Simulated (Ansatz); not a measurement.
Here is an Ansatz 0.2.0 calculation.

The input input:

```
crystal:
  lattice:
    - [-1.805, 1.805, 1.805]
    - [1.805, -1.805, 1.805]
    - [1.805, 1.805, -1.805]
  atoms:
    - { symbol: Hf, position: [0.0, 0.0, 0.0] }
hamiltonian:
  xc: hse06
  pseudopotentials: { kind: paw }
kpoints:
  mp_grid: { grid: [5, 5, 5] }
  band_path:
    path:
      - [[0.0, 0.0, 0.0], [0.5, -0.5, 0.5], [0.0, 0.0, 0.5], [0.0, 0.0, 0.0], [0.25, 0.25, 0.25], [0.5, -0.5, 0.5]]
      - [[0.25, 0.25, 0.25], [0.0, 0.0, 0.5]]
    npoints: 4
scf:
  occupations: { method: fermi_dirac, width: 0.05 }
  n_extra_bands: 6
output:
  forces: true
  stress: true
  eigenvalues: true
  fatbands: false
  write_density: true
  write_potential: true
  elf: true
  volumetric_format: npy
```

Problem. What does it give for the pressure?

Solution. -2.5 GPa.

Problem. What does it give for the band gap on the k mesh?

Solution. None (metal or under the smearing width).

Levels at the corners of the path, in eV from the Fermi level:
```csv
point,band 11,band 12,band 13,band 14,band 15,band 16
Γ,-15.09,-7.85,2.21,2.21,2.21,4.93
H,-15.10,-2.77,-2.77,7.39,7.39,7.39
N,-15.10,-3.61,-0.09,0.70,4.73,5.71
Γ,-15.09,-7.85,2.21,2.21,2.21,4.93
P,-15.13,-0.79,-0.79,-0.79,5.88,5.88
H,-15.10,-2.77,-2.77,7.39,7.39,7.39
P,-15.13,-0.79,-0.79,-0.79,5.88,5.88
N,-15.10,-3.61,-0.09,0.70,4.73,5.71
```

Caveat: the k mesh is coarse (spacing up to 0.49 Å⁻¹), so the values aren't converged, least of all with exact exchange; spin-orbit coupling is left out, which moves the levels of the heavy elements; the PAW data sets come from PBE, with cores solved anew for the run's functional, which leaves a small shift of forces and pressure; the thresholds are loose for stress.
